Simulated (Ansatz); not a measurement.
Runs of Ansatz 0.2.0 on MoS2. The structure is trigonal, space group R-3m (No. 166). The conventional cell has a = 3.171 Å, b = 3.171 Å, c = 18.345 Å, α = 90.00°, β = 90.00°, γ = 120.00°. Around Mo (site symmetry -3m) lie 6 S at 2.39 Å. Around S (site symmetry 3m) lie 3 Mo at 2.39 Å. Measurements of this composition are mostly on another form, of space group No. 194.

```tsv
task	level	cell	points for each segment of the path	gap on the mesh (eV)	pressure (GPa)	relaxed volume (Å³/atom)	largest force (eV/Å)
relaxation of cell and atoms	PBE0	relaxed	-	-	0.0	19.61	-
band structure	HSE06	as given	4	none	3.5	-	0.46
relaxation of cell and atoms	HSE06	relaxed	-	none	0.0	(a)	-
single point	PBE0	as given	-	none	3.4	-	(b)
```

Alike in all rows: potentials or basis Ansatz PAW; no spin polarisation; k mesh 6 × 6 × 6; cutoff (eV) 420; smearing fermi-dirac 0.05 eV; the mesh is coarse, so values aren't converged.

Problem. Estimate the missing entries.

Solution. (a) 19.54; (b) 0.47.

Caveats: all runs use coarse meshes; the PAW data sets come from PBE, with cores solved anew for the run's functional, which leaves a small shift of forces and pressure; the plane-wave basis is chosen anew once the cell has moved, so the energies of steps on either side of that aren't comparable (some runs); the cell's inner coordinates are idealised or old, which leaves forces on the atoms (some runs); the thresholds are loose for stress (some runs).

A k mesh can miss the band edges, and the runs leave out spin-orbit coupling on Mo.

A gap of «none» marks a metal or a gap under the smearing width.
